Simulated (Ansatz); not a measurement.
# CoPdO2 (R-3m) in Ansatz: equation of state

Aim: energy against volume of CoPdO2 in PBEsol, for its equilibrium volume and stiffness.

Everything below comes from runs of Ansatz 0.2.0. Logs are shortened: lines on timing, memory, paths and dates and some standing lists are left out, and cuts for length are marked.

## 1. Starting point

Symmetry: R-3m, No. 166, trigonal system. Conventional cell: a = 2.863 Å, b = 2.863 Å, c = 17.873 Å, α = 90.00°, β = 90.00°, γ = 120.00°. Pd (site symmetry -3m) is surrounded by 2 O at 2.01 Å. Co (site symmetry -3m) has 6 O at 1.92 Å as nearest neighbours. O (site symmetry 3m) has 3 Co at 1.92 Å and 1 Pd at 2.01 Å as nearest neighbours.

The cell is a database's computed one.

## 2. Single point, PBEsol, collinear spin, ferromagnetic start, 9.94 Å³/atom (volume scaled by 0.94)

input.yaml

```yaml
crystal:
  lattice:
    - [1.4024635453, 0.8097127054, 5.836150275]
    - [-1.4024635453, 0.8097127054, 5.836150275]
    - [0.0, -1.6194254107, 5.836150275]
  atoms:
    - { symbol: Pd, position: [0.0, 0.0, 0.0] }
    - { symbol: Co, position: [0.5, 0.5, 0.5], spin: 2.0 }
    - { symbol: O, position: [0.112476, 0.112476, 0.112476] }
    - { symbol: O, position: [0.887524, 0.887524, 0.887524] }
hamiltonian:
  xc: pbesol
  pseudopotentials: { kind: paw }
magnetization:
  spin_polarized: true
kpoints:
  mp_grid: { grid: [11, 11, 11] }
scf:
  occupations: { method: fermi_dirac, width: 0.05 }
output:
  forces: true
  stress: true
  eigenvalues: true
```

Potentials or basis: Ansatz PAW.

Command:

```
$ ansatz run input.yaml --threads 2 --pin off --max-ram 5632MiB --backend cpu --events-out ev --progress --plain --runs-dir out
```

Output:

```text
Warning: RAYON_NUM_THREADS=2 ignored (pool sized by the plan → 2); use --threads N
basis.fft_grid_basis auto: the FFT boxes are laid along the combinations [[1, 0, -1], [0, 1, -1], [0, 0, 1]] of the cell's own vectors, 2.805, 2.805 and 6.057 Å long. The dense box has 20×20×45 points. Along the cell's own vectors, as sized, it would have 45×45×45, 5.06 times as many. Of the 12 symmetry operations that the crystal satisfies within crystal.symmetry.tolerance (time reversal apart; of a slab, those that keep its plane) the dense box along the cell's own vectors carries 12, and the one as laid loses 8 of those. basis.fft_grid_basis: typed keeps the cell's own vectors: state it where this run's energies or levels are differenced outside the engine with another run's, or held beside a run that keeps those vectors.
Engine: ansatz 0.2.0, aarch64-unknown-linux-gnu
Pseudopotentials: kind: paw
Pseudopotential: Pd, paw, valence charge 18, recommended cutoff 420 eV (normal), Pd.paw.azcp
Pseudopotential: Co, paw, valence charge 17, recommended cutoff 420 eV (normal), Co.paw.azcp
Pseudopotential: O, paw, valence charge 6, recommended cutoff 420 eV (normal), O.paw.azcp
Functional definition: PBEsol
  exchange = pbesol_x
  correlation = pbesol_c
Crystal: 4 atoms, lattice volume = 39.765 Å³
Basis set: ecut = 420 eV, 787 PW (Γ), FFT grids on a1−a3, a2−a3, a3, exchange–correlation on 40×40×90 points (8 copies of the dense FFT grid, shifted against one another)
Bands: 30, of which v1, the nominal top of the filled ones, is band 24 counted from 1 (23 counted from 0)
Symmetry: 12 space group operations
Space group: R-3m (ITA 166), of the structure as read, at distance tolerance 3.4e-5 Å
Magnetic group: BNS 166.97 (UNI 1327), of the structure as read, at distance tolerance 3.4e-5 Å
k-points: 146 of 1331
Non-local potential: Pd, projectors of the file, l = 0: 2, l = 1: 2, l = 2: 2, l = 3: 1
Non-local potential: Co, projectors of the file, l = 0: 3, l = 1: 2, l = 2: 3, l = 3: 1
Non-local potential: O, projectors of the file, l = 0: 2, l = 1: 2, l = 2: 1
PAW form: soft (Blöchl's): semilocal exchange-correlation on the pseudo side does not see the compensation charge
PAW frozen core: Pd, regenerated for the run's functional, and the local potential with it (the file was generated under x = pbe(κ = 0.804, μ = 0.2195149727645171), c = pbe(β = 0.06672455060314922))
PAW frozen core: Co, regenerated for the run's functional, and the local potential with it (the file was generated under x = pbe(κ = 0.804, μ = 0.2195149727645171), c = pbe(β = 0.06672455060314922))
PAW frozen core: O, regenerated for the run's functional, and the local potential with it (the file was generated under x = pbe(κ = 0.804, μ = 0.2195149727645171), c = pbe(β = 0.06672455060314922))
PAW one-centre angular grid: Pd, 590 points (default); XC on 64 Gauss nodes
PAW one-centre angular grid: Co, 590 points (default); XC on 64 Gauss nodes
[... 29 lines left out ...]
SCF converged after 17 iterations
Magnetization: -0.0000 μB (23.5000 up, 23.5000 down)
Absolute magnetization: 0.0000 μB (∫|ρ↑−ρ↓|, with the PAW one-centre terms)
Spin contamination: 0.0000 ħ² per cell (⟨S²⟩ above its minimum at these occupations)
Per-site moments (μB) at R_I (Å): [(-7.240805829539274e-8, 0.8123282124344887), (-1.0174112051567988e-6, 0.7742208419569915), (9.219450602362692e-7, 0.7742208419569915), (9.219450602647793e-7, 0.7742208419569915)]
Free energy (F): -13119.861941 eV
Harris-Foulkes:  -13119.861941 eV  (|F-HF|=7.28e-12)
Internal energy: -13119.859753 eV  (E = F + TS)
E sigma→0 (E₀):  -13119.860847 eV
Entropy (-TS):   -0.002187 eV (-0.547 meV/atom)
Fermi energy:    15.339010 eV
--- Per-component energies (eV) ---
  E_band       = -467.278475
  E_kinetic    = 1315.018142
  E_local      = -5911.296042  (includes V_loc(G=0)·N_el)
  E_nonlocal   = 772.909013
  E_hartree    = 2419.795575
  E_xc         = -469.894912
  E_vxc        = -601.182676  (∫ρ·V_xc dr)
  E_paw        = -5469.384236  (= ΣΔE_a)
  E_vpaw       = -882.322715  (= ΣTr[D̂ρ^β])
  E_aug_tail   = 0.004905  (compensation charges beyond the density's cutoff)
  E_ewald      = -5777.573717
  E_core_change = 0.561519  (= ΣΔE_core)
  E_smearing   = -0.002187  (= −TS)
  E_closure    = 0.000000  (closes the sum)
  Σ components = -13119.861941   (vs F -13119.861941, Δ=0.00e0)
--- Forces (eV/Å), atoms counted from 1 ---
  atom   1  Pd    -0.00000000     0.00000000     0.00000000
  atom   2  Co    -0.00000000     0.00000000     0.00000000
  atom   3  O      0.00000000     0.00000000     0.01843690
  atom   4  O      0.00000000    -0.00000000    -0.01843690
  max |Σ_I F_I| component: 2.63e-31 eV/Å
--- Stress (GPa, compression-positive) ---
        2.614843       0.000000       0.000000
        0.000000       2.614843       0.000000
        0.000000       0.000000       4.746948
  P = ⅓ Tr σ = 3.3255 GPa (33.255 kbar)
--- Band table (eV; the first three rows and the last of 292) ---
  k-point 0 ↑: bands = ["-79.7589", "-69.0543", "-43.1882", "-43.1882", "-43.1273", "-35.2098", "-34.4681", "-34.4681", "-5.9135", "-3.8057", "6.3986", "8.9736", "8.9736", "10.0789", "11.3230", "12.4728", "12.4728", "12.7753", "12.7753", "13.6957", "13.6957", "13.9529", "13.9529", "14.4818", "17.6716", "17.6716", "18.6089", "21.7619", "25.0776", "27.6430"]
  k-point 1 ↑: bands = ["-79.7582", "-69.0521", "-43.1952", "-43.1898", "-43.1262", "-35.2073", "-34.4884", "-34.4731", "-5.8090", "-3.8007", "6.5109", "8.7290", "9.0265", "10.2423", "11.5404", "11.9662", "12.1590", "12.7023", "12.9503", "13.5787", "13.7061", "14.0457", "14.1893", "14.5174", "17.4520", "17.5916", "18.7443", "22.2019", "25.3058", "28.0340"]
  k-point 2 ↑: bands = ["-79.7564", "-69.0462", "-43.2139", "-43.1942", "-43.1232", "-35.2006", "-34.5427", "-34.4865", "-5.5154", "-3.7913", "6.8158", "8.2779", "9.1694", "10.2770", "11.2531", "11.6138", "11.8628", "12.6072", "13.2461", "13.3899", "13.6940", "14.1787", "14.5978", "14.6345", "17.0299", "17.4033", "19.0077", "23.2425", "25.9224", "29.0229"]
  k-point 145 ↓: bands = ["-79.7582", "-69.0521", "-43.1952", "-43.1898", "-43.1262", "-35.2075", "-34.4884", "-34.4731", "-5.6250", "-4.1008", "7.7913", "8.5247", "9.1403", "9.8072", "10.5099", "11.3045", "11.6224", "12.6870", "12.9419", "13.7934", "13.8674", "14.5487", "14.7558", "15.0723", "17.0957", "17.2794", "19.8276", "21.2107", "25.1256", "28.1525"]
```

Run time: 20 s. Hardware: 2 threads of Arm Neoverse V1, shared host; peak memory 0.52 GiB.

Results:

| Item | Value |
| --- | --- |
| Free energy | -13119.8619 eV |
| Pressure | 3.3 GPa |
| Largest force | 0.018 eV/Å |
| Band gap on the k mesh | none (metal or under the smearing width) |
| Net moment | 0.00 μB per cell |
| Absolute moment | 0.00 μB per cell |

Caveat: the starting moments collapsed, and a magnetic state may lie lower; the pressure holds a Pulay correction of +0.8 GPa for the finite cutoff; semilocal functionals often make such compounds metallic where correlation or magnetic order opens a gap, which also shifts bond lengths; the PAW data sets come from PBE, with cores solved anew for the run's functional, which leaves a small shift of forces and pressure; the starting moments weren't kept.

## 3. Single point, PBEsol, collinear spin, ferromagnetic start, 10.15 Å³/atom (volume scaled by 0.96)

input.yaml, as its differences from that of step 2:

```diff
@@ -2,5 +2,5 @@
   lattice:
-    - [1.4024635453, 0.8097127054, 5.836150275]
-    - [-1.4024635453, 0.8097127054, 5.836150275]
-    - [0.0, -1.6194254107, 5.836150275]
+    - [1.4123403745, 0.8154150954, 5.877251279]
+    - [-1.4123403745, 0.8154150954, 5.877251279]
+    - [0.0, -1.6308301908, 5.877251279]
   atoms:
```

Potentials or basis: Ansatz PAW.

Command:

```
$ ansatz run input.yaml --threads 2 --pin off --max-ram 5632MiB --backend cpu --events-out ev --progress --plain --runs-dir out
```

Run time: 20 s. Hardware: 2 threads of Arm Neoverse V1, shared host; peak memory 0.53 GiB.

The run converged. Its results:

```
Free energy            : -13119.8653 eV
Pressure               : -1.9 GPa
Largest force          : 0.097 eV/Å
Band gap on the k mesh : none (metal or under the smearing width)
Net moment             : 0.00 μB per cell
Absolute moment        : 0.00 μB per cell
```

Caveat: the starting moments collapsed, and a magnetic state may lie lower; the pressure holds a Pulay correction of +0.8 GPa for the finite cutoff; semilocal functionals often make such compounds metallic where correlation or magnetic order opens a gap, which also shifts bond lengths; the PAW data sets come from PBE, with cores solved anew for the run's functional, which leaves a small shift of forces and pressure; the starting moments weren't kept.

## 4. Single point, PBEsol, collinear spin, ferromagnetic start, 10.36 Å³/atom (volume scaled by 0.98)

input.yaml, as its differences from that of step 3:

```diff
@@ -2,5 +2,5 @@
   lattice:
-    - [1.4123403745, 0.8154150954, 5.877251279]
-    - [-1.4123403745, 0.8154150954, 5.877251279]
-    - [0.0, -1.6308301908, 5.877251279]
+    - [1.4220809608, 0.8210388255, 5.9177853274]
+    - [-1.4220809608, 0.8210388255, 5.9177853274]
+    - [0.0, -1.642077651, 5.9177853274]
   atoms:
```

Command:

```
$ ansatz run input.yaml --threads 2 --pin off --max-ram 5632MiB --backend cpu --events-out ev --progress --plain --runs-dir out
```

It took 19 s on 2 threads of Arm Neoverse V1, shared host; peak memory 0.53 GiB.

It converged, with:

- Free energy: -13119.8430 eV
- Pressure: -6.5 GPa
- Largest force: 0.170 eV/Å
- Band gap on the k mesh: none (metal or under the smearing width)
- Net moment: 0.00 μB per cell
- Absolute moment: 0.00 μB per cell

Caveat: the starting moments collapsed, and a magnetic state may lie lower; the pressure holds a Pulay correction of +0.7 GPa for the finite cutoff; semilocal functionals often make such compounds metallic where correlation or magnetic order opens a gap, which also shifts bond lengths; the PAW data sets come from PBE, with cores solved anew for the run's functional, which leaves a small shift of forces and pressure; the starting moments weren't kept.

## 5. Single point, PBEsol, collinear spin, ferromagnetic start, 10.58 Å³/atom

input.yaml, as its differences from that of step 4:

```diff
@@ -2,5 +2,5 @@
   lattice:
-    - [1.4220809608, 0.8210388255, 5.9177853274]
-    - [-1.4220809608, 0.8210388255, 5.9177853274]
-    - [0.0, -1.642077651, 5.9177853274]
+    - [1.4316899074, 0.8265865534, 5.9577715763]
+    - [-1.4316899074, 0.8265865534, 5.9577715763]
+    - [0.0, -1.6531731068, 5.9577715763]
   atoms:
@@ -23 +23,5 @@
   eigenvalues: true
+  write_density: true
+  write_potential: true
+  elf: true
+  volumetric_format: npy
```

Potentials or basis: Ansatz PAW.

Command:

```
$ ansatz run input.yaml --threads 2 --pin off --max-ram 5632MiB --backend cpu --events-out ev --progress --plain --runs-dir out
```

Output:

```text
Warning: RAYON_NUM_THREADS=2 ignored (pool sized by the plan → 2); use --threads N
basis.fft_grid_basis auto: the FFT boxes are laid along the combinations [[1, -1, 0], [0, 1, 0], [0, -1, 1]] of the cell's own vectors, 2.863, 6.183 and 2.863 Å long. The dense box has 20×45×20 points. Along the cell's own vectors, as sized, it would have 45×45×45, 5.06 times as many. Of the 12 symmetry operations that the crystal satisfies within crystal.symmetry.tolerance (time reversal apart; of a slab, those that keep its plane) the dense box along the cell's own vectors carries 12, and the one as laid loses 8 of those. basis.fft_grid_basis: typed keeps the cell's own vectors: state it where this run's energies or levels are differenced outside the engine with another run's, or held beside a run that keeps those vectors. Those combinations have planes normal to reciprocal vector 3, as the cell's own vectors have. Each planar average written beside output.write_density, output.write_potential has a row for each plane of the box: 20. The volumetric files lie along those combinations, not along the cell's own vectors: a cube or XSF file states them, and fields.json those of NumPy files.
[... 1 set-up line as earlier in the session ...]
[... 91 lines left out ...]
  k-point 1 ↑: bands = ["-81.0249", "-70.2241", "-44.4534", "-44.4493", "-44.3869", "-36.3531", "-35.6862", "-35.6741", "-6.5871", "-4.7967", "5.7393", "7.8538", "8.1292", "9.2903", "10.4242", "10.8443", "11.0292", "11.5813", "11.8057", "12.3691", "12.4849", "12.7929", "12.9207", "13.2193", "15.9101", "16.0435", "17.0290", "20.7203", "23.3568", "26.4238"]
  k-point 2 ↑: bands = ["-81.0236", "-70.2197", "-44.4676", "-44.4527", "-44.3847", "-36.3479", "-35.7292", "-35.6848", "-6.3240", "-4.7846", "6.0228", "7.4351", "8.2587", "9.2900", "10.2100", "10.5270", "10.7357", "11.4937", "12.0659", "12.2049", "12.4732", "12.9124", "13.2912", "13.3245", "15.5076", "15.8733", "17.3174", "21.7018", "23.9555", "27.3468"]
  k-point 145 ↓: bands = ["-81.0249", "-70.2241", "-44.4534", "-44.4493", "-44.3869", "-36.3531", "-35.6862", "-35.6741", "-6.4311", "-5.0424", "6.9170", "7.6399", "8.2338", "8.8347", "9.5103", "10.2397", "10.5403", "11.5696", "11.7991", "12.5697", "12.6359", "13.2371", "13.4253", "13.7201", "15.5880", "15.7672", "18.1507", "19.6026", "23.5319", "26.2056"]
```

It took 24 s on 2 threads of Arm Neoverse V1, shared host; peak memory 0.54 GiB.

Results:

```yaml
Free_energy: -13119.7975 eV
Pressure: -10.6 GPa
Largest_force: 0.238 eV/Å
Band_gap_on_the_k_mesh: none (metal or under the smearing width)
Net_moment: 0.00 μB per cell
Absolute_moment: 0.00 μB per cell
```

Caveat: the starting moments collapsed, and a magnetic state may lie lower; the pressure holds a Pulay correction of +0.7 GPa for the finite cutoff; semilocal functionals often make such compounds metallic where correlation or magnetic order opens a gap, which also shifts bond lengths; the PAW data sets come from PBE, with cores solved anew for the run's functional, which leaves a small shift of forces and pressure; the starting moments weren't kept.

## 6. Single point, PBEsol, collinear spin, ferromagnetic start, 10.79 Å³/atom (volume scaled by 1.02)

input.yaml, as its differences from that of step 5:

```diff
@@ -2,5 +2,5 @@
   lattice:
-    - [1.4316899074, 0.8265865534, 5.9577715763]
-    - [-1.4316899074, 0.8265865534, 5.9577715763]
-    - [0.0, -1.6531731068, 5.9577715763]
+    - [1.4411715738, 0.8320607961, 5.9972281671]
+    - [-1.4411715738, 0.8320607961, 5.9972281671]
+    - [0.0, -1.6641215921, 5.9972281671]
   atoms:
```

Potentials or basis: Ansatz PAW.

Command:

```
$ ansatz run input.yaml --threads 2 --pin off --max-ram 5632MiB --backend cpu --events-out ev --progress --plain --runs-dir out
```

It took 32 s on 2 threads of Arm Neoverse V1, shared host; peak memory 0.55 GiB.

It converged, with:

* Free energy: -13119.7317 eV
* Pressure: -14.2 GPa
* Largest force: 0.302 eV/Å
* Band gap on the k mesh: none (metal or under the smearing width)
* Net moment: 0.00 μB per cell
* Absolute moment: 0.00 μB per cell

Caveat: the starting moments collapsed, and a magnetic state may lie lower; the pressure holds a Pulay correction of +0.7 GPa for the finite cutoff; semilocal functionals often make such compounds metallic where correlation or magnetic order opens a gap, which also shifts bond lengths; the PAW data sets come from PBE, with cores solved anew for the run's functional, which leaves a small shift of forces and pressure; the starting moments weren't kept.

## 7. Single point, PBEsol, collinear spin, ferromagnetic start, 11.00 Å³/atom (volume scaled by 1.04)

input.yaml, as its differences from that of step 6:

```diff
@@ -2,5 +2,5 @@
   lattice:
-    - [1.4411715738, 0.8320607961, 5.9972281671]
-    - [-1.4411715738, 0.8320607961, 5.9972281671]
-    - [0.0, -1.6641215921, 5.9972281671]
+    - [1.450530093, 0.8374639396, 6.0361722983]
+    - [-1.450530093, 0.8374639396, 6.0361722983]
+    - [0.0, -1.6749278793, 6.0361722983]
   atoms:
@@ -23,5 +23 @@
   eigenvalues: true
-  write_density: true
-  write_potential: true
-  elf: true
-  volumetric_format: npy
```

Command:

```
$ ansatz run input.yaml --threads 2 --pin off --max-ram 5632MiB --backend cpu --events-out ev --progress --plain --runs-dir out
```

Wall time 22 s (2 threads of Arm Neoverse V1, shared host); peak memory 0.54 GiB.

Results (log left out):

| Item | Value |
| --- | --- |
| Free energy | -13119.6482 eV |
| Pressure | -17.4 GPa |
| Largest force | 0.362 eV/Å |
| Band gap on the k mesh | none (metal or under the smearing width) |
| Net moment | 0.00 μB per cell |
| Absolute moment | 0.00 μB per cell |

Caveat: the starting moments collapsed, and a magnetic state may lie lower; the pressure holds a Pulay correction of +0.7 GPa for the finite cutoff; semilocal functionals often make such compounds metallic where correlation or magnetic order opens a gap, which also shifts bond lengths; the PAW data sets come from PBE, with cores solved anew for the run's functional, which leaves a small shift of forces and pressure; the starting moments weren't kept.

## 8. Single point, PBEsol, collinear spin, ferromagnetic start, 11.21 Å³/atom (volume scaled by 1.06)

input.yaml, as its differences from that of step 7:

```diff
@@ -2,5 +2,5 @@
   lattice:
-    - [1.450530093, 0.8374639396, 6.0361722983]
-    - [-1.450530093, 0.8374639396, 6.0361722983]
-    - [0.0, -1.6749278793, 6.0361722983]
+    - [1.4597693873, 0.8427982487, 6.0746202923]
+    - [-1.4597693873, 0.8427982487, 6.0746202923]
+    - [0.0, -1.6855964974, 6.0746202923]
   atoms:
@@ -23 +23,5 @@
   eigenvalues: true
+  write_density: true
+  write_potential: true
+  elf: true
+  volumetric_format: npy
```

Command:

```
$ ansatz run input.yaml --threads 2 --pin off --max-ram 5632MiB --backend cpu --events-out ev --progress --plain --runs-dir out
```

It took 22 s on 2 threads of Arm Neoverse V1, shared host; peak memory 0.55 GiB.

Results (log left out):

```yaml
Free_energy: -13119.5489 eV
Pressure: -20.2 GPa
Largest_force: 0.419 eV/Å
Band_gap_on_the_k_mesh: none (metal or under the smearing width)
Net_moment: 0.00 μB per cell
Absolute_moment: 0.00 μB per cell
```

Caveat: the starting moments collapsed, and a magnetic state may lie lower; the pressure holds a Pulay correction of +0.7 GPa for the finite cutoff; semilocal functionals often make such compounds metallic where correlation or magnetic order opens a gap, which also shifts bond lengths; the PAW data sets come from PBE, with cores solved anew for the run's functional, which leaves a small shift of forces and pressure; the starting moments weren't kept.

## 9. Equation of state, PBEsol, collinear spin, ferromagnetic start

Potentials or basis: Ansatz PAW.

This step only gathers the single runs of the series.

What came out:

- Equilibrium volume: 10.07 Å³/atom
- Bulk modulus at fixed shape and positions: 245 GPa
- Pressure derivative of the bulk modulus: 4.9

Energy against volume, from the lowest point:
```csv
volume (Å³/atom),energy (meV/atom)
9.941,0.85
10.153,0.00
10.364,5.59
10.576,16.95
10.787,33.40
10.999,54.27
11.210,79.10
```

Caveat: the cell was scaled at fixed shape and fractional positions, which overstates the stiffness of a crystal with free parameters, most of all of layers and chains.
